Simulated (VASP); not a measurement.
Crystal: PtS2.

```
Pt S
1.0
     3.54320    0.00000    0.00000
    -1.77160    3.06850    0.00000
     0.00000    0.00000    5.03880
Pt S
1 2
Cartesian
  0.0000 0.0000 0.0000
  1.7716 1.0228 3.8950
  0.0000 2.0457 1.1438
```

- Program: VASP 6.6.1
- Task: relaxation of cell and atoms
- Functional: RPBE
- Dispersion: D3(BJ)
- Potentials or basis: VASP PAW PBE potentials, release 64 (Pt, S)
- Cutoff: 600 eV
- k mesh: 9 × 9 × 5
- Occupations: fermi-dirac, width 0.05 eV
- Spin: no spin polarisation

At the start: pressure -3.5 GPa; volume 18.26 Å³/atom.

Task: How do energy, volume and symmetry change on relaxing?

Result: Over 16 steps the energy falls by 225.0 meV/atom and the volume is 14.10 Å³/atom (-22.8 %); space group P-3m1 (No. 164, to 0.05 Å).

The path:
| step | energy change (eV) | largest force (eV/Å) | pressure (GPa) | volume (Å³) |
| --- | --- | --- | --- | --- |
| 1 | 0.0000 | 0.8338 | -3.54 | 54.78 |
| 2 | -0.0954 | 1.2353 | 2.91 | 51.64 |
| 3 | -0.0997 | 1.3693 | 5.21 | 50.73 |
| 4 | -0.1458 | 1.1093 | 3.96 | 50.36 |
| 5 | -0.2220 | 0.3481 | 0.38 | 49.27 |
| 6 | -0.2268 | 0.1126 | -0.73 | 48.92 |
| 7 | -0.2525 | 0.1054 | -1.16 | 48.66 |
| 8 | -0.3328 | 0.0937 | -2.43 | 47.87 |
| 9 | -0.4991 | 0.0338 | -4.52 | 46.17 |
| 10 | -0.6316 | 0.7144 | -4.42 | 42.36 |
| 11 | -0.6414 | 0.1450 | -5.18 | 44.09 |
| 12 | -0.6549 | 0.2891 | -5.18 | 43.56 |
| 13 | -0.6631 | 0.0613 | 3.81 | 41.27 |
| 14 | -0.6745 | 0.0853 | -0.29 | 42.24 |
| 15 | -0.6749 | 0.0343 | -0.09 | 42.28 |
| 16 | -0.6750 | 0.0011 | 0.04 | 42.31 |

Final structure:
```cif
data_structure
_symmetry_space_group_name_H-M 'P 1'
_symmetry_Int_Tables_number 1
_cell_length_a 3.4768
_cell_length_b 3.4768
_cell_length_c 4.0415
_cell_angle_alpha 90.000
_cell_angle_beta 90.000
_cell_angle_gamma 120.000
_cell_volume 42.31
loop_
_atom_site_label
_atom_site_type_symbol
_atom_site_fract_x
_atom_site_fract_y
_atom_site_fract_z
_atom_site_occupancy
Pt1 Pt 0.00000 0.00000 0.00000 1
S1 S 0.66667 0.33333 0.70470 1
S2 S 0.33333 0.66667 0.29530 1
```

Caveat: the volume moved by over 15 % at a fixed basis, so the end points are rough; the PAW data sets were made with another functional, which shifts forces and pressure a little; the volume moved by -23 % from the deposited cell, more than functionals usually miss; pairwise dispersion overbinds metals, which lowers pressure and volume.
